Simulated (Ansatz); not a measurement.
**Elastic constants of Sn at 8 GPa (stress–strain coefficients): input and output**

Theory: DFT PBE, scalar-relativistic, plane waves, PAW in Ansatz 0.2.0.

Launched with:
```bash
ansatz run input.yaml --threads 1 --pin off --max-ram 3072MiB --backend cpu --events-out ev --progress --plain --runs-dir out
```

Input (bare energies are in eV):
```yaml
crystal:
  lattice:
    - [0.0, 3.1618651861, 3.1618651861]
    - [3.1618651861, 0.0, 3.1618651861]
    - [3.1618651861, 3.1618651861, 0.0]
  atoms:
    - { symbol: Sn, position: [0.5, 0.5, 0.5] }
    - { symbol: Sn, position: [0.75, 0.75, 0.75] }
basis:
  ecutwfc: 420
kpoints:
  mp_grid: { grid: [12, 12, 12] }
hamiltonian:
  xc: pbe
scf:
  occupations: { method: fermi_dirac, width: 0.15 }
output:
  forces: true
  stress: true
  eigenvalues: true
elastic:
  mode: relaxed_ion
  amplitude: 0.005
```

From the output:
```
--- Elastic constants: 2 strain directions × 4 members + reference (group order 48) ---
  dense FFT box of the reference and of every strained cell: 32×32×32
  strains applied: 11, 23; error gains: componentwise 1.00 (the most a stress slope's error grows in a printed constant), spectral 1.73 (1 for all six strains in a standard setting)
  C = ∂σ_k/∂η_j (tension-positive GPa; Voigt order 11 22 33 23 13 12):
        89.095     61.883     61.883     -0.000      0.000      0.000
        61.883     89.095     61.883      0.000     -0.000     -0.000
        61.883     61.883     89.095     -0.000      0.000      0.000
        -0.000      0.000      0.000     26.216     -0.000     -0.000
         0.000      0.000     -0.000      0.000     26.216      0.000
        -0.000      0.000     -0.000     -0.000     -0.000     26.216
  reference stress σ⁰ (GPa):     -7.992     -7.992     -7.992      0.000      0.000      0.000
  C* (energy form; C + prestress term) asymmetry max|C*_kj − C*_jk| = 2.132e-14 GPa — a small one proves nothing (zero by symmetry where the batch's group is 432, −43m or m−3m); a large one is finite-difference/SCF noise where every solve ...
  moduli (Voigt/Reuss/Hill, GPa): K = 70.95/70.95/70.95   G = 21.17/19.13/20.15   E = 55.22   ν = 0.370
  mechanically stable: yes (min eigenvalue of sym C = 26.22 GPa)
  strain η (Voigt 11):  stress-route row diagonal C_11 = 89.09 GPa, energy-path curvature d²(F+E_count+ΔE)/dδ²/Ω₀ = 89.09 GPa
    cells at ±δ against ±2δ: C21 61.89 and 61.92 GPa, apart by 0.03 % of the column's largest entry
         δ    σ_11 (GPa) F (eV) n_scf n_hpsi n_pw
    -1.000e-2      -8.8932      -12048.1721870       9   61906   1246   relax 0 steps, max|allowed force component| 3.04e-17 eV/Å
    -5.000e-3      -8.4403      -12048.1892863       5   47458   1250   relax 0 steps, max|allowed force component| 2.78e-17 eV/Å
     5.000e-3      -7.5494      -12048.2208252       5   47813   1261   relax 0 steps, max|allowed force component| 2.78e-17 eV/Å
     1.000e-2      -7.1120      -12048.2352907       7   52101   1283   relax 0 steps, max|allowed force component| 3.82e-17 eV/Å
  strain η (Voigt 23):  stress-route row diagonal C_44 = 26.22 GPa, energy-path curvature d²(F+E_count+ΔE)/dδ²/Ω₀ = 30.21 GPa
    cells at ±δ against ±2δ: C44 26.21 and 26.20 GPa, apart by 0.06 % of the column's largest entry
         δ    σ_23 (GPa) F (eV) n_scf n_hpsi n_pw
    -1.000e-2      -0.2620      -12048.2049009       3   64635   1261   relax 4 steps, max|allowed force component| 2.25e-8 eV/Å
    -5.000e-3      -0.1311      -12048.2053460       2   59667   1254   relax 2 steps, max|allowed force component| 1.52e-5 eV/Å
     5.000e-3       0.1311      -12048.2053460       2   59671   1254   relax 2 steps, max|allowed force component| 8.67e-10 eV/Å
     1.000e-2       0.2620      -12048.2049009       2   60033   1261   relax 2 steps, max|allowed force component| 7.40e-6 eV/Å
```

The run took 3.3 min on 1 thread of Intel(R) Xeon(R) Platinum 8488C (Sapphire Rapids) (shared host), peak memory 0.64 GiB.

Without a gap, frequencies and elastic constants depend on the k mesh and the smearing, soft modes and shear constants most.

The bands only touch here, so at this level the crystal is a zero-gap semiconductor or semimetal, not an ordinary metal; spin–orbit coupling, left out, can open or move such a gap.